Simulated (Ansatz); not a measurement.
BeO (wurtzite)

```yaml
crystal:
  lattice:
    - [2.69025, 0.00000, 0.00000]
    - [-1.34512, 2.32982, 0.00000]
    - [0.00000, 0.00000, 4.36941]
  atoms:
    - { symbol: Be, position: [0.66667, 0.33333, 0.00145] }
    - { symbol: Be, position: [0.33333, 0.66667, 0.50145] }
    - { symbol: O, position: [0.66667, 0.33333, 0.62375] }
    - { symbol: O, position: [0.33333, 0.66667, 0.12375] }
```

The slice is a (1 -1 0 0) plane (indices of the conventional cell) through the point (0.333, 0.667, 0.124) (fractional), spanned by u = [110] and v = [001] in vectors of this cell: u (2.69 Å) and v (4.37 Å, at 90° to u). It covers one period; positions are fractions (u, v).

All values below come from r2SCAN (plane waves to 500 eV, PAW, scalar-relativistic; Ansatz, an electronic-structure program). k mesh 14×14×8. These are valence fields of a PAW run, semicore shells included where kept as valence: close to a nucleus they are smooth pseudo fields. BeO was relaxed with its symmetry unable to fall. The PAW data are Ansatz's earlier set.

Three fields on this plane, each scaled to ten steps between its own extremes (0 low, 9 high; the total valence density on a logarithmic scale, the potential cut 8 eV below its top; x marks points blanked near nuclei; v = 0 in the bottom row):

Map A
```
|xxx9830389xx|
|xxx9720279xx|
|xx885101588x|
|775410001457|
|221000000012|
|000012321000|
|000135653100|
|001357775310|
|002578887520|
|xxx6888886xx|
|xxx6888886xx|
|xxxx78887xxx|
|xxxx56665xxx|
|xxx0123210xx|
|xx310000013x|
|997410001479|
|xx973000379x|
|xxx8510158xx|
|xxx9720279xx|
|xxxx83038xxx|
```

Map B
```
|xxx0321230xx|
|xxx3300033xx|
|xx453000354x|
|888742124788|
|999865456899|
|999987778999|
|888998889988|
|456888888865|
|002577677520|
|xxx2564652xx|
|xxx0365630xx|
|xxxx36763xxx|
|xxxx37873xxx|
|xxx0488840xx|
|xx026898620x|
|002689998620|
|xx379999973x|
|xxx6899986xx|
|xxx0777770xx|
|xxxx55455xxx|
```

Map C
```
|xxx1123211xx|
|xxx1356531xx|
|xx125797521x|
|001469996410|
|113468886431|
|233456665433|
|333333333333|
|433211111233|
|432100000123|
|xxx1000001xx|
|xxx2100012xx|
|xxxx32223xxx|
|xxxx54445xxx|
|xxx6666666xx|
|xx566666665x|
|113456665431|
|xx123454321x|
|xxx1133311xx|
|xxx1012101xx|
|xxxx01210xxx|
```

Q: Assign the maps to these fields: density of the lowest conduction band (whole band as if filled, smooth part); electron localisation function (ELF); electrostatic potential energy of an electron, from the cell's mean.

A: A is the electron localisation function (ELF); B is the electrostatic potential energy of an electron, from the cell's mean; C is the density of the lowest conduction band (whole band as if filled, smooth part).
